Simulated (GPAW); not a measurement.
# TaSi2 (P6_422) in GPAW: settings compared, part 2 of 2

GPAW 26.7.0. Earlier steps stand in the parts before.

**3. Single point, PBEsol+U**

run.py

```python
from ase.dft.bandgap import bandgap
from ase.io import read, write
from ase.units import GPa
from gpaw import GPAW, PW, setup_paths

setup_paths.insert(0, '.')

atoms = read('TaSi2.xyz')

calc = GPAW(mode=PW(600),
            xc='PBEsol',
            kpts={'size': (5, 5, 3), 'gamma': True},
            occupations={'name': 'fermi-dirac', 'width': 0.05},
            setups={'Ta': ':d,2.0'},
            nbands=57,
            convergence={'density': 1e-05, 'energy': 1e-05},
            maxiter=150,
            txt='gpaw.txt')
atoms.calc = calc
energy = atoms.get_potential_energy()
forces = atoms.get_forces()
stress = atoms.get_stress()
calc.write('gs.gpw')
write('result.traj', atoms)
print(f'Energy: {energy:.6f} eV')
print('Forces (eV/A):')
print(forces.round(4))
print('Stress (GPa):', (stress / GPa).round(3))
print('Fermi level:', round(calc.get_fermi_level(), 4), 'eV')
print(f'Gap: {bandgap(calc)[0]:.4f} eV, direct: {bandgap(calc, direct=True)[0]:.4f} eV')
```

TaSi2.xyz

```xyz
9
Lattice="4.7839000000 0.0000000000 0.0000000000 -2.3919500000 4.1429789292 0.0000000000 0.0000000000 0.0000000000 6.5700000000" Properties=species:S:1:pos:R:3 pbc="T T T"
Ta    -1.1959750000      2.0714894646      2.1899999998
Ta     1.1959750000      2.0714894646      4.3800000002
Ta     2.3919500000      0.0000000000      0.0000000000
Si     1.1407448745      0.6586093604      2.1899999998
Si    -1.2512051255      3.4843695688      4.3800000002
Si     2.3919500000      2.8257602085      0.0000000000
Si     1.2512051255      3.4843695688      2.1899999998
Si     3.6431551255      0.6586093604      4.3800000002
Si     0.0000000000      1.3172187207      0.0000000000
```

Potentials or basis: PAW data sets generated in the run's folder for this functional, pw.

Launch:

```
$ gpaw-setup -f PBEsol Si Ta
$ OMP_NUM_THREADS=1 python run.py
```

Run time: 2.3 min. Hardware: 1 thread of Arm Neoverse V1, shared host; peak memory 0.29 GiB.

The run converged. Its results:

```yaml
Free_energy: -64.5241 eV
Pressure: 0.7 GPa
Largest_force: 0.032 eV/Å
Band_gap_on_the_k_mesh: none (metal or under the smearing width)
```

Forces in eV/Å, atoms in the order of the input:
```
Ta   0.000  0.000  0.000
Ta   0.000  0.000  0.000
Ta   0.000  0.000  0.000
Si  -0.027 -0.016  0.000
Si  -0.027  0.016  0.000
Si   0.000  0.032  0.000
Si   0.027  0.016  0.000
Si   0.027 -0.016  0.000
Si   0.000 -0.032  0.000
```

Stress tensor (GPa, compression positive):
```
 1.07  0.00  0.00
 0.00  1.07  0.00
 0.00  0.00 -0.15
```

Levels at points of the mesh, in eV from the Fermi level:
| k point | band 28 | band 29 | band 30 | band 31 | band 32 | band 33 | band 34 | band 35 | band 36 | band 37 |
| --- | --- | --- | --- | --- | --- | --- | --- | --- | --- | --- |
| (0.00, 0.00, 0.00) | -2.52 | -2.49 | -2.21 | -2.21 | -1.61 | 0.76 | 2.89 | 2.89 | 3.38 | 3.55 |

Caveat: U without spin polarisation on a metal has little footing; the U is typed as a test and isn't derived for this compound. Spin-orbit coupling is left out, which matters for the levels of Ta.

**4. Single point, PBEsol+U**

Edit run.py of step 3 so:

```diff
@@ -7,3 +7,3 @@
 
-atoms = read('TaSi2.xyz')
+atoms = read('POSCAR')
 
@@ -13,3 +13,3 @@
             occupations={'name': 'fermi-dirac', 'width': 0.05},
-            setups={'Ta': ':d,2.0'},
+            setups={'Ta': ':d,3.0'},
             nbands=57,
```

POSCAR

```
TaSi2
1.0
    4.7839000000      0.0000000000      0.0000000000
   -2.3919500000      4.1429789292      0.0000000000
    0.0000000000      0.0000000000      6.5700000000
Ta Si
3 6
Direct
    0.0000000000      0.5000000000      0.3333333333
    0.5000000000      0.5000000000      0.6666666667
    0.5000000000      0.0000000000      0.0000000000
    0.3179400000      0.1589700000      0.3333333333
    0.1589700000      0.8410300000      0.6666666667
    0.8410300000      0.6820600000      0.0000000000
    0.6820600000      0.8410300000      0.3333333333
    0.8410300000      0.1589700000      0.6666666667
    0.1589700000      0.3179400000      0.0000000000
```

Launch:

```
$ gpaw-setup -f PBEsol Si Ta
$ OMP_NUM_THREADS=1 python run.py
```

Run time: 2.4 min. Hardware: 1 thread of Arm Neoverse V1, shared host; peak memory 0.29 GiB.

It converged, with:

* Free energy: -61.1297 eV
* Pressure: 1.8 GPa
* Largest force: 0.061 eV/Å
* Band gap on the k mesh: none (metal or under the smearing width)

Forces on the atoms (eV/Å):
```
Ta   0.000  0.000  0.000
Ta   0.000  0.000  0.000
Ta   0.000  0.000  0.000
Si  -0.053 -0.030  0.000
Si  -0.053  0.030  0.000
Si   0.000  0.061  0.000
Si   0.053  0.030  0.000
Si   0.053 -0.030  0.000
Si   0.000 -0.061  0.000
```

Stress tensor (GPa, compression positive):
```
2.33 0.00 0.00
0.00 2.33 0.00
0.00 0.00 0.83
```

Levels at points of the mesh, in eV from the Fermi level:
```
           k point  band 28  band 29  band 30  band 31  band 32  band 33  band 34  band 35  band 36  band 37
(0.00, 0.00, 0.00)    -2.54    -2.52    -2.22    -2.22    -1.68     0.79     2.83     2.83     3.33     3.57
```

Caveat: U without spin polarisation on a metal has little footing; the U is typed as a test and isn't derived for this compound.

**5. Single point, PBEsol+U**

Edit run.py of step 4 so:

```diff
@@ -13,3 +13,3 @@
             occupations={'name': 'fermi-dirac', 'width': 0.05},
-            setups={'Ta': ':d,3.0'},
+            setups={'Ta': ':d,4.0'},
             nbands=57,
```

POSCAR is that of step 4.

Launch:

```
$ gpaw-setup -f PBEsol Si Ta
$ OMP_NUM_THREADS=1 python run.py
```

Wall time 2.5 min (1 thread of Arm Neoverse V1, shared host); peak memory 0.29 GiB.

It converged, with:

| Quantity | Value |
| --- | --- |
| Free energy | -57.7640 eV |
| Pressure | 3.1 GPa |
| Largest force | 0.091 eV/Å |
| Band gap on the k mesh | none (metal or under the smearing width) |

Forces on the atoms (eV/Å):
```
Ta   0.000  0.000  0.000
Ta   0.000  0.000  0.000
Ta   0.000  0.000  0.000
Si  -0.079 -0.045  0.000
Si  -0.079  0.045  0.000
Si   0.000  0.091  0.000
Si   0.079  0.045  0.000
Si   0.079 -0.045  0.000
Si   0.000 -0.091  0.000
```

Stress tensor (GPa, compression positive):
```
3.66 0.00 0.00
0.00 3.66 0.00
0.00 0.00 1.89
```

Levels at points of the mesh, in eV from the Fermi level:
```tsv
k point	band 29	band 30	band 31	band 32	band 33	band 34	band 35	band 36
(0.00, 0.00, 0.00)	-2.55	-2.23	-2.23	-1.76	0.82	2.78	2.78	3.28
```

Caveat: U without spin polarisation on a metal has little footing; the U is typed as a test and isn't derived for this compound.

**6. Single point, PBEsol+U**

Edit run.py of step 5 so:

```diff
@@ -1,3 +1,4 @@
+from ase import Atoms
 from ase.dft.bandgap import bandgap
-from ase.io import read, write
+from ase.io import write
 from ase.units import GPa
@@ -7,3 +8,16 @@
 
-atoms = read('POSCAR')
+atoms = Atoms(['Ta', 'Ta', 'Ta', 'Si', 'Si', 'Si', 'Si', 'Si', 'Si'],
+              cell=[[4.7839, 0.0, 0.0],
+                    [-2.39195, 4.1429789292, 0.0],
+                    [0.0, 0.0, 6.57]],
+              scaled_positions=[[0.0, 0.5, 0.3333333333],
+                                [0.5, 0.5, 0.6666666667],
+                                [0.5, 0.0, 0.0],
+                                [0.31794, 0.15897, 0.3333333333],
+                                [0.15897, 0.84103, 0.6666666667],
+                                [0.84103, 0.68206, 0.0],
+                                [0.68206, 0.84103, 0.3333333333],
+                                [0.84103, 0.15897, 0.6666666667],
+                                [0.15897, 0.31794, 0.0]],
+              pbc=True)
 
@@ -13,3 +27,3 @@
             occupations={'name': 'fermi-dirac', 'width': 0.05},
-            setups={'Ta': ':d,4.0'},
+            setups={'Ta': ':d,5.0'},
             nbands=57,
```

Potentials or basis: PAW data sets generated in the run's folder for this functional, pw.

Launch:

```
$ gpaw-setup -f PBEsol Si Ta
$ OMP_NUM_THREADS=1 python run.py
```

Run time: 2.6 min. Hardware: 1 thread of Arm Neoverse V1, shared host; peak memory 0.29 GiB.

Results (log left out):

| Quantity | Value |
| --- | --- |
| Free energy | -54.4312 eV |
| Pressure | 4.4 GPa |
| Largest force | 0.121 eV/Å |
| Band gap on the k mesh | none (metal or under the smearing width) |

Forces in eV/Å, atoms in the order of the input:
```
Ta   0.000  0.000  0.000
Ta   0.000  0.000  0.000
Ta   0.000  0.000  0.000
Si  -0.105 -0.060  0.000
Si  -0.105  0.060  0.000
Si   0.000  0.121  0.000
Si   0.105  0.060  0.000
Si   0.105 -0.060  0.000
Si   0.000 -0.121  0.000
```

Stress tensor (GPa, compression positive):
```
5.07 0.00 0.00
0.00 5.07 0.00
0.00 0.00 3.04
```

Levels at points of the mesh, in eV from the Fermi level:
```
           k point  band 30  band 31  band 32  band 33  band 34  band 35
(0.00, 0.00, 0.00)    -2.24    -2.24    -1.85     0.86     2.73     2.73
```

Caveat: U without spin polarisation on a metal has little footing; the U is typed as a test and isn't derived for this compound. Spin-orbit coupling is left out, which matters for the levels of Ta.

**7. Single point, PBEsol+U**

run.py

```python
from ase.dft.bandgap import bandgap
from ase.io import read, write
from ase.units import GPa
from gpaw import GPAW, PW, setup_paths

setup_paths.insert(0, '.')

atoms = read('TaSi2.xyz')

calc = GPAW(mode=PW(600),
            xc='PBEsol',
            kpts={'size': (5, 5, 3), 'gamma': True},
            occupations={'name': 'fermi-dirac', 'width': 0.05},
            setups={'Ta': ':d,6.0'},
            nbands=57,
            convergence={'density': 1e-05, 'energy': 1e-05},
            maxiter=150,
            txt='gpaw.txt')
atoms.calc = calc
energy = atoms.get_potential_energy()
forces = atoms.get_forces()
stress = atoms.get_stress()
calc.write('gs.gpw')
write('result.traj', atoms)
print(f'Energy: {energy:.6f} eV')
print('Forces (eV/A):')
print(forces.round(4))
print('Stress (GPa):', (stress / GPa).round(3))
print('Fermi level:', round(calc.get_fermi_level(), 4), 'eV')
print(f'Gap: {bandgap(calc)[0]:.4f} eV, direct: {bandgap(calc, direct=True)[0]:.4f} eV')
```

TaSi2.xyz is that of step 3.

Launch:

```
$ gpaw-setup -f PBEsol Si Ta
$ OMP_NUM_THREADS=1 python run.py
```

Wall time 2.8 min (1 thread of Arm Neoverse V1, shared host); peak memory 0.29 GiB.

It converged, with:

```yaml
Free_energy: -51.1371 eV
Pressure: 5.8 GPa
Largest_force: 0.148 eV/Å
Band_gap_on_the_k_mesh: none (metal or under the smearing width)
```

Forces in eV/Å, atoms in the order of the input:
```
Ta   0.000  0.000  0.000
Ta   0.000  0.000  0.000
Ta   0.000  0.000  0.000
Si  -0.129 -0.074  0.000
Si  -0.129  0.074  0.000
Si   0.000  0.148  0.000
Si   0.129  0.074  0.000
Si   0.129 -0.074  0.000
Si   0.000 -0.148  0.000
```

Stress tensor (GPa, compression positive):
```
6.58 0.00 0.00
0.00 6.58 0.00
0.00 0.00 4.25
```

Levels at points of the mesh, in eV from the Fermi level:
```
           k point  band 30  band 31  band 32  band 33  band 34  band 35
(0.00, 0.00, 0.00)    -2.24    -2.24    -1.94     0.91     2.68     2.68
```

Caveat: U without spin polarisation on a metal has little footing; the U is typed as a test and isn't derived for this compound. Spin-orbit coupling is left out, which matters for the levels of Ta.

**8. Overview**

```tsv
level	U	gap on the mesh (eV)	pressure (GPa)	largest force (eV/Å)
PBEsol	-	none	-1.4	0.02
PBEsol+U	Ta d U = 2 eV	none	0.7	0.03
PBEsol+U	Ta d U = 3 eV	none	1.8	0.06
PBEsol+U	Ta d U = 4 eV	none	3.1	0.09
PBEsol+U	Ta d U = 5 eV	none	4.4	0.12
PBEsol+U	Ta d U = 6 eV	none	5.8	0.15
```

Alike in all rows: task single point; potentials or basis PAW data sets generated in the run's folder for this functional, pw; no spin polarisation; cell as given; k mesh 5 × 5 × 3; cutoff (eV) 600; smearing fermi-dirac 0.05 eV.

Every run on the cell as given and a fine mesh finds a metal. The pressure there spans -1.4 GPa (PBEsol) to 5.8 GPa (PBEsol+U); a positive pressure means that this level wants a larger cell, a negative one a smaller.

Caveats: U without spin polarisation on a metal has little footing (some runs); the U is typed as a test and isn't derived for this compound (some runs).

Total energies depend on the potentials used, so only differences within one code and one set of settings carry meaning.
